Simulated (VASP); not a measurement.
Input of a VASP 6.6.1 run:

Contents of INCAR:

```
SYSTEM = TePb
ALGO = Normal
EDIFF = 1E-7
EDIFFG = -0.005
ENCUT = 600
GGA = PS
IBRION = 2
ISIF = 3
ISMEAR = 0
LASPH = .True.
LCHARG = .False.
LREAL = .False.
LWAVE = .False.
NELM = 80
NSW = 90
PREC = Accurate
PSTRESS = 8.5
SIGMA = 0.03
```

KPOINTS

```
k-points
0
Gamma
  8 8 8
  0 0 0
```

POSCAR

```
TePb                                    
1.0
    0.0000000000      3.2024680149      3.2024680149
    3.2024680149      0.0000000000      3.2024680149
    3.2024680149      3.2024680149     -0.0000000000
  Te              Pb            
     1     1
Direct
     0.5000000000000000    0.5000000000000000    0.5000000000000000
     0.0000000000000000    0.0000000000000000    0.0000000000000000
```

Potentials or basis: VASP PAW PBE potentials, release 64 (Te, Pb_d).

Run with:

```bash
$ cat potpaw_PBE.64/Te/POTCAR potpaw_PBE.64/Pb_d/POTCAR > POTCAR
$ mpirun -np 1 vasp_std > vasp.out
```

Task: Predict the band gap on the k mesh.

Result: 0.61 eV, direct.

Final structure:
```yaml
crystal:
  lattice:
    - [0.00000, 3.20247, 3.20247]
    - [3.20247, 0.00000, 3.20247]
    - [3.20247, 3.20247, 0.00000]
  atoms:
    - { symbol: Te, position: [0.50000, 0.50000, 0.50000] }
    - { symbol: Pb, position: [0.00000, 0.00000, 0.00000] }
```

Caveat: the relaxation stopped at its first step, so nothing moved; the cell is relaxed towards a set pressure, so the enthalpy falls and the energy may rise; spin-orbit coupling is left out, which as a rule narrows the gap of such compounds by several tenths of an eV. A k mesh can miss the band edges.
